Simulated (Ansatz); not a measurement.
**Structures of ZnCu: which is lowest?**

Plane-wave DFT in Ansatz with scalar-relativistic PAW potentials, cutoff 420 eV, Γ-centred meshes chosen by cell and gap, Gaussian smearing with energies taken to zero width. Every cell was relaxed (cell and atoms) in a run of its own, within the symmetry of its start. Functional: PBEsol.

Relaxed structures (starts from databases or built by putting these elements on another compound's sites):
A. Pm-3m, 2 atoms in the computed cell, a = 2.908 Å; sites (symmetry × multiplicity) Zn m-3m × 1, Cu m-3m × 1; start: database
B. Fd-3m, 4 atoms in the computed cell, a = 5.822 Å; sites (symmetry × multiplicity) Cu -43m × 8, Zn -43m × 8; start: built
C. Pmma, 4 atoms in the computed cell, a = 4.149 Å, b = 2.833 Å, c = 4.190 Å; sites (symmetry × multiplicity) Zn mm2 × 2, Cu mm2 × 2; start: built
D. P6_3/mmc, 4 atoms in the computed cell, a = 3.772 Å, c = 4.790 Å; sites (symmetry × multiplicity) Cu -3m. × 2, Zn -6m2 × 2; start: built

Problem. Rank them by energy. Could pressure change the order?

Solution.
```tsv
structure	group	E − E(lowest) (meV/atom)	V (Å³/atom)	gap on mesh (eV)
A	Pm-3m	0.0	12.29	0.00
C	Pmma	1.5	12.31	0.00
B	Fd-3m	40	12.33	0.00
D	P6_3/mmc	296	14.76	0.00
```

A and C are level within the 5 meV/atom that separate runs leave open. The two lowest differ in volume by under 3 %, too little for a first-order estimate of what pressure does to that pair (other pairs aren't weighed here). Other structures may lie lower than all of these, and vibrations aren't counted.